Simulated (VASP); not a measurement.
# MgO in VASP: one cell, several levels of theory, part 3 of 3

The system is zincblende MgO, a generated structure that needn't be the ground state.

VASP 6.6.1, plane waves, PAW. Earlier steps stand in the parts before.

## 6. Dielectric tensor and Born charges, PBE

INCAR

```
ENCUT = 520.000000
SIGMA = 0.010000
EDIFF = 1.00e-08
GGA = PE
PREC = Accurate
IBRION = -1
ISIF = 2
ISMEAR = 0
NBANDS = 11
NELM = 120
NSW = 0
LASPH = .TRUE.
LCHARG = .FALSE.
LEPSILON = .TRUE.
LWAVE = .FALSE.
LREAL = .FALSE.
```

KPOINTS

```
KPOINTS created by Atomic Simulation Environment
0
Gamma
12 12 12
0 0 0
```

POSCAR

```
Mg O
 1.0000000000000000
     0.0000000000000000    2.2820056634339938    2.2820056634339938
     2.2820056634339938    0.0000000000000000    2.2820056634339938
     2.2820056634339938    2.2820056634339938    0.0000000000000000
 Mg  O
   1   1
Cartesian
 -0.0000000000000000  0.0000000000000000 -0.0000000000000000
  1.1410028317169967  1.1410028317169967  1.1410028317169967
```

OSZICAR:

```text
N       E                     dE             d eps       ncg     rms          rms(c)
DAV:   1     0.160296770845E+02    0.16030E+02   -0.43550E+03  1720   0.619E+02
DAV:   2    -0.130820971106E+02   -0.29112E+02   -0.28433E+02  1805   0.136E+02
DAV:   3    -0.138700182833E+02   -0.78792E+00   -0.78731E+00  1968   0.200E+01
DAV:   4    -0.138724526580E+02   -0.24344E-02   -0.24343E-02  1748   0.130E+00
DAV:   5    -0.138724626817E+02   -0.10024E-04   -0.10024E-04  1912   0.807E-02    0.833E+00
DAV:   6    -0.117272404226E+02    0.21452E+01   -0.13567E+01  1755   0.192E+01    0.277E+00
DAV:   7    -0.116982563211E+02    0.28984E-01   -0.11515E-01  1713   0.265E+00    0.153E+00
DAV:   8    -0.116941302508E+02    0.41261E-02   -0.46803E-02  1674   0.239E+00    0.352E-01
DAV:   9    -0.116934032873E+02    0.72696E-03   -0.73317E-04  1851   0.189E-01    0.232E-01
DAV:  10    -0.116933096151E+02    0.93672E-04   -0.15043E-03  1698   0.285E-01    0.119E-02
DAV:  11    -0.116933149307E+02   -0.53156E-05   -0.17583E-05  1848   0.270E-02    0.961E-03
DAV:  12    -0.116933155762E+02   -0.64548E-06   -0.28265E-06  1734   0.122E-02    0.752E-04
DAV:  13    -0.116933156019E+02   -0.25729E-07   -0.12389E-07  1779   0.212E-03    0.505E-04
DAV:  14    -0.116933156127E+02   -0.10847E-07   -0.68950E-09  1290   0.600E-04    0.590E-05
DAV:  15    -0.116933156145E+02   -0.17771E-08   -0.37182E-10   885   0.143E-04
   1 F= -.11693316E+02 E0= -.11693316E+02  d E =-.441755E-61
 Linear response reoptimize wavefunctions
DAV:   1    -0.116933156149E+02   -0.34908E-09   -0.22358E-11   978   0.344E-05
DAV:   2    -0.116933156149E+02    0.56843E-12   -0.23504E-12   870   0.102E-05
 Linear response G [H, r] |phi>, progress :
  Direction:   1
       N       E                     dE             d eps       ncg     rms
RMM:   1    -0.296765700042E+02   -0.29677E+02    0.25697E+01  3734   0.450E+01
RMM:   2    -0.298212966537E+02   -0.14473E+00   -0.62628E-01  2661   0.607E+00
RMM:   3    -0.298248817042E+02   -0.35851E-02   -0.47173E-03  2729   0.398E-01
RMM:   4    -0.298249604565E+02   -0.78752E-04    0.28152E-07  2810   0.333E-02
RMM:   5    -0.298249634988E+02   -0.30423E-05   -0.13841E-06  2868   0.297E-03
RMM:   6    -0.298249633900E+02    0.10886E-06   -0.71209E-08  2857   0.310E-04
RMM:   7    -0.298249633845E+02    0.54272E-08   -0.10818E-08  2264   0.429E-05
 Linear response G [H, r] |phi>, progress :
  Direction:   2
       N       E                     dE             d eps       ncg     rms
RMM:   1    -0.289078950131E+02   -0.28908E+02    0.27091E+01  3666   0.446E+01
RMM:   2    -0.297823278370E+02   -0.87443E+00   -0.68072E-01  2669   0.625E+00
RMM:   3    -0.297858897337E+02   -0.35619E-02   -0.45909E-03  2737   0.391E-01
RMM:   4    -0.297859645860E+02   -0.74852E-04    0.56919E-07  2812   0.319E-02
RMM:   5    -0.297859675084E+02   -0.29225E-05   -0.14162E-06  2888   0.283E-03
RMM:   6    -0.297859673939E+02    0.11457E-06   -0.74637E-08  2898   0.292E-04
RMM:   7    -0.297859673876E+02    0.62974E-08   -0.64741E-09  2272   0.404E-05
 Linear response G [H, r] |phi>, progress :
  Direction:   3
       N       E                     dE             d eps       ncg     rms
RMM:   1    -0.268145022063E+02   -0.26815E+02    0.53547E+01  3587   0.444E+01
RMM:   2    -0.267112163974E+02    0.10329E+00   -0.51002E-01  2683   0.519E+00
RMM:   3    -0.267121479879E+02   -0.93159E-03   -0.43743E-03  2723   0.348E-01
RMM:   4    -0.267121565396E+02   -0.85517E-05   -0.30342E-05  2810   0.310E-02
RMM:   5    -0.267121564662E+02    0.73356E-07   -0.32214E-07  2829   0.280E-03
RMM:   6    -0.267121564599E+02    0.62991E-08   -0.42865E-09  2757   0.286E-04
 Linear response to external field (no local field effect), progress :
  Direction:   1
       N       E                     dE             d eps       ncg     rms          rms(c)
RMM:   1    -0.151487877808E+00   -0.15149E+00   -0.54795E-01  3694   0.167E+00
RMM:   2    -0.153645208323E+00   -0.21573E-02   -0.14917E-03  2547   0.235E-01
RMM:   3    -0.153650093876E+00   -0.48856E-05   -0.59110E-06  2668   0.158E-02
RMM:   4    -0.153650124541E+00   -0.30664E-07   -0.49551E-08  2776   0.135E-03
RMM:   5    -0.153650124056E+00    0.48520E-09   -0.10430E-09  2533   0.129E-04
 Linear response to external field (no local field effect), progress :
  Direction:   2
       N       E                     dE             d eps       ncg     rms          rms(c)
RMM:   1    -0.144162912657E+00   -0.14416E+00   -0.51469E-01  3702   0.161E+00
RMM:   2    -0.146611601506E+00   -0.24487E-02   -0.13463E-03  2547   0.227E-01
RMM:   3    -0.146617528304E+00   -0.59268E-05   -0.57913E-06  2676   0.155E-02
RMM:   4    -0.146617564292E+00   -0.35987E-07   -0.46286E-08  2767   0.129E-03
RMM:   5    -0.146617563852E+00    0.43933E-09   -0.10542E-09  2525   0.121E-04
 Linear response to external field (no local field effect), progress :
  Direction:   3
       N       E                     dE             d eps       ncg     rms          rms(c)
RMM:   1    -0.107233193414E+00   -0.10723E+00   -0.32077E-01  3634   0.139E+00
RMM:   2    -0.108560383162E+00   -0.13272E-02   -0.98778E-04  2521   0.191E-01
RMM:   3    -0.108562466247E+00   -0.20831E-05   -0.34891E-06  2652   0.122E-02
RMM:   4    -0.108562485055E+00   -0.18808E-07   -0.25903E-08  2704   0.104E-03
RMM:   5    -0.108562485282E+00   -0.22646E-09   -0.36552E-10  2405   0.104E-04
 Linear response to external field, progress :
  Direction:   1
       N       E                     dE             d eps       ncg     rms          rms(c)
RMM:   1    -0.134302059930E+00   -0.13430E+00   -0.46121E-01 14284   0.156E+00
RMM:   2    -0.136272377949E+00   -0.19703E-02   -0.12733E-03  9884   0.217E-01    0.553E-01
RMM:   3    -0.135018993706E+00    0.12534E-02   -0.16385E-03 10000   0.282E-01    0.336E-01
RMM:   4    -0.145115663612E+00   -0.10097E-01   -0.32690E-03 10128   0.418E-01    0.391E-02
RMM:   5    -0.146573082635E+00   -0.14574E-02   -0.54588E-05 10526   0.608E-02    0.835E-03
RMM:   6    -0.146789001109E+00   -0.21592E-03   -0.12975E-06 10718   0.831E-03    0.311E-03
RMM:   7    -0.146855378400E+00   -0.66377E-04   -0.32515E-07 10673   0.394E-03    0.356E-04
RMM:   8    -0.146856705615E+00   -0.13272E-05   -0.90507E-09 11001   0.698E-04    0.159E-04
RMM:   9    -0.146855831982E+00    0.87363E-06   -0.13968E-09 10774   0.232E-04    0.144E-05
RMM:  10    -0.146855634287E+00    0.19770E-06   -0.10163E-11  6609   0.263E-05    0.748E-06
 Linear response to external field, progress :
  Direction:   2
       N       E                     dE             d eps       ncg     rms          rms(c)
RMM:   1    -0.134302059693E+00   -0.13430E+00   -0.46121E-01 14286   0.156E+00
RMM:   2    -0.136272374829E+00   -0.19703E-02   -0.12731E-03  9885   0.217E-01    0.553E-01
RMM:   3    -0.135018747188E+00    0.12536E-02   -0.16386E-03 10007   0.282E-01    0.336E-01
RMM:   4    -0.145115693969E+00   -0.10097E-01   -0.32692E-03 10130   0.418E-01    0.391E-02
RMM:   5    -0.146573037223E+00   -0.14573E-02   -0.54577E-05 10521   0.608E-02    0.835E-03
RMM:   6    -0.146788599287E+00   -0.21556E-03   -0.12916E-06 10709   0.830E-03    0.312E-03
RMM:   7    -0.146855370123E+00   -0.66771E-04   -0.32578E-07 10664   0.395E-03    0.354E-04
RMM:   8    -0.146856507045E+00   -0.11369E-05   -0.58576E-09 10995   0.573E-04    0.145E-04
RMM:   9    -0.146855932613E+00    0.57443E-06   -0.13517E-09 10464   0.251E-04    0.189E-05
RMM:  10    -0.146855683263E+00    0.24935E-06   -0.11622E-10  7910   0.399E-05    0.937E-06
 Linear response to external field, progress :
  Direction:   3
       N       E                     dE             d eps       ncg     rms          rms(c)
RMM:   1    -0.134302067241E+00   -0.13430E+00   -0.46121E-01 14279   0.156E+00
RMM:   2    -0.136272376705E+00   -0.19703E-02   -0.12731E-03  9882   0.217E-01    0.553E-01
RMM:   3    -0.135018985841E+00    0.12534E-02   -0.16386E-03 10000   0.282E-01    0.336E-01
RMM:   4    -0.145115702375E+00   -0.10097E-01   -0.32691E-03 10128   0.418E-01    0.391E-02
RMM:   5    -0.146572957970E+00   -0.14573E-02   -0.54575E-05 10523   0.608E-02    0.835E-03
RMM:   6    -0.146788642369E+00   -0.21568E-03   -0.12922E-06 10708   0.830E-03    0.312E-03
RMM:   7    -0.146855377452E+00   -0.66735E-04   -0.32567E-07 10668   0.395E-03    0.354E-04
RMM:   8    -0.146856510793E+00   -0.11333E-05   -0.57621E-09 11009   0.570E-04    0.145E-04
RMM:   9    -0.146855941588E+00    0.56920E-06   -0.13308E-09 10423   0.253E-04    0.190E-05
RMM:  10    -0.146855692104E+00    0.24948E-06   -0.95521E-11  7948   0.407E-05    0.947E-06
```

Parts of OUTCAR:

```text
k-points           NKPTS =     72   k-points in BZ     NKDIM =     72   number of bands    NBANDS=     11

   NELECT =       8.0000    total number of electrons

   dimension x,y,z NGX =    24 NGY =   24 NGZ =   24
   dimension x,y,z NGXF=    48 NGYF=   48 NGZF=   48

  energy-cutoff  :      520.00
  volume of cell :       23.77
      direct lattice vectors                 reciprocal lattice vectors
     0.000000000  2.282005663  2.282005663    -0.219105504  0.219105504  0.219105504
     2.282005663  0.000000000  2.282005663     0.219105504 -0.219105504  0.219105504
     2.282005663  2.282005663  0.000000000     0.219105504  0.219105504 -0.219105504

 k-points in reciprocal lattice and weights: KPOINTS created by Atomic Simulation Env
   0.00000000  0.00000000  0.00000000       0.001
   0.08333333  0.00000000  0.00000000       0.005
   0.16666667  0.00000000  0.00000000       0.005
   0.25000000  0.00000000  0.00000000       0.005
   0.33333333  0.00000000  0.00000000       0.005
   0.41666667  0.00000000  0.00000000       0.005
   0.50000000  0.00000000  0.00000000       0.002
   0.08333333  0.08333333  0.00000000       0.003
[... 64 more k-points ...]

 E-fermi :   0.9015

 k-point     1 :       0.0000    0.0000    0.0000
  band No.  band energies     occupation
      1     -15.1130      2.00000
      2       0.7875      2.00000
      3       0.7875      2.00000
      4       0.7875      2.00000
      5       4.4290      0.00000
      6      17.6029      0.00000
      7      17.6029      0.00000
      8      17.6029      0.00000
      9      21.1081      0.00000
     10      21.1082      0.00000
     11      21.1971      0.00000

 k-point     2 :       0.0833    0.0000    0.0000
  band No.  band energies     occupation
      1     -15.0712      2.00000
      2       0.4433      2.00000
      3       0.7747      2.00000
      4       0.7747      2.00000
      5       4.8312      0.00000
      6      16.9511      0.00000
      7      17.6069      0.00000
      8      17.6069      0.00000
      9      19.8854      0.00000
     10      19.8854      0.00000
     11      20.7758      0.00000

 k-point     3 :       0.1667    0.0000    0.0000
  band No.  band energies     occupation
      1     -14.9557      2.00000
      2      -0.2867      2.00000
      3       0.7402      2.00000
      4       0.7402      2.00000
      5       5.7327      0.00000
      6      15.5396      0.00000
      7      17.3025      0.00000
      8      17.3025      0.00000
      9      19.4692      0.00000
     10      19.4692      0.00000
     11      20.2934      0.00000

 k-point     4 :       0.2500    0.0000    0.0000
  band No.  band energies     occupation
      1     -14.7921      2.00000
      2      -1.0518      2.00000
      3       0.6940      2.00000
      4       0.6940      2.00000
      5       6.7832      0.00000
      6      13.9960      0.00000
      7      16.6023      0.00000
      8      16.6023      0.00000
      9      20.0137      0.00000
     10      20.0137      0.00000
     11      20.0604      0.00000

 k-point     5 :       0.3333    0.0000    0.0000
  band No.  band energies     occupation
      1     -14.6216      2.00000
      2      -1.6878      2.00000
      3       0.6486      2.00000
      4       0.6486      2.00000
      5       7.8388      0.00000
      6      12.5527      0.00000
      7      15.9615      0.00000
      8      15.9615      0.00000
      9      20.1084      0.00000
     10      20.9984      0.00000
     11      20.9984      0.00000

 k-point     6 :       0.4167    0.0000    0.0000
  band No.  band energies     occupation
      1     -14.4922      2.00000
      2      -2.1056      2.00000
      3       0.6160      2.00000
      4       0.6160      2.00000
      5       8.8547      0.00000
      6      11.2857      0.00000
      7      15.5503      0.00000
      8      15.5503      0.00000
      9      20.3241      0.00000
     10      22.0436      0.00000
     11      22.0436      0.00000

 k-point     7 :       0.5000    0.0000    0.0000
  band No.  band energies     occupation
      1     -14.4437      2.00000
      2      -2.2512      2.00000
      3       0.6042      2.00000
      4       0.6042      2.00000
      5       9.5767      0.00000
      6      10.4757      0.00000
      7      15.4103      0.00000
      8      15.4103      0.00000
      9      20.4505      0.00000
     10      22.5644      0.00000
     11      22.5644      0.00000

[... the tables of k-points 8 to 72 left out ...]

 MACROSCOPIC STATIC DIELECTRIC TENSOR (including local field effects in DFT)
 ------------------------------------------------------
           3.006519     0.000000     0.000000
           0.000000     3.006519    -0.000000
           0.000000    -0.000000     3.006519

 BORN EFFECTIVE CHARGES (including local field effects) (in |e|, cummulative output)
 ---------------------------------------------------------------------------------
 ion    1
    1     1.82090     0.00000     0.00000
    2     0.00000     1.82090     0.00000
    3     0.00000     0.00000     1.82090
 ion    2
    1    -1.82090    -0.00000    -0.00000
    2    -0.00000    -1.82090    -0.00000
    3     0.00000     0.00000    -1.82090

  Total        0.5162073      0.5162073      0.5162073      0.0000000     -0.0000000     -0.0000000
  in kB       34.7980230     34.7980230     34.7980230      0.0000000     -0.0000000     -0.0000000
  external PRESSURE =      34.7980230 kB  Pullay stress =       0.0000000 kB

 POSITION                                       TOTAL-FORCE (eV/Angst)
 -----------------------------------------------------------------------------------
      0.00000      0.00000      0.00000        -0.000000     -0.000000     -0.000000
      1.14100      1.14100      1.14100         0.000000      0.000000      0.000000
 -----------------------------------------------------------------------------------
    total drift:                               -0.000001     -0.000001     -0.000001

  FREE ENERGIE OF THE ION-ELECTRON SYSTEM (eV)
  ---------------------------------------------------
  free  energy   TOTEN  =       -11.6933156145 eV

  energy  without entropy=      -11.6933156145  energy(sigma->0) =      -11.69331561
```

ε∞ with local fields: 3.01. Mean Born charges: Mg +1.82, O -1.82 e.

## 7. What came out

This closing draws on all 3 parts.

| level | gap (eV) | pressure (GPa) | Ansatz: gap (eV) | Ansatz: pressure (GPa) |
| --- | --- | --- | --- | --- |
| PBE | 3.64 | 3.48 | 3.66 | 3.85 |
| r2SCAN | 4.32 | -0.55 | 4.34 | 0.02 |
| LDA | 3.55 | -4.71 | 3.55 | -3.69 |
| PBEsol | 3.53 | 0.62 | 3.53 | 0.88 |

| quantity | VASP | Ansatz |
| --- | --- | --- |
| ε∞, PBE | 3.01 | 3.05 |
| Born charge of Mg (e) | +1.82 | +1.82 |
| Born charge of O (e) | -1.82 | -1.82 |

The gap runs from 3.53 eV (PBEsol) to 4.32 eV (r2SCAN). At this one volume the pressure spans -4.7 GPa (LDA) to 3.5 GPa (PBE): PBE wants the largest cell and LDA the smallest. The two programs agree on the gap within 0.03 eV, far less than the spread between functionals. A mean ε∞ of 3.0 means a refractive index near 1.73 below the gap. Ansatz refines its mesh for the response by itself, so the meshes differ. Each program uses its own PAW datasets and cutoff. VASP's cell holds 8 valence electrons and Ansatz's 16. LDA means the Perdew–Zunger form in VASP and the Perdew–Wang form in Ansatz.
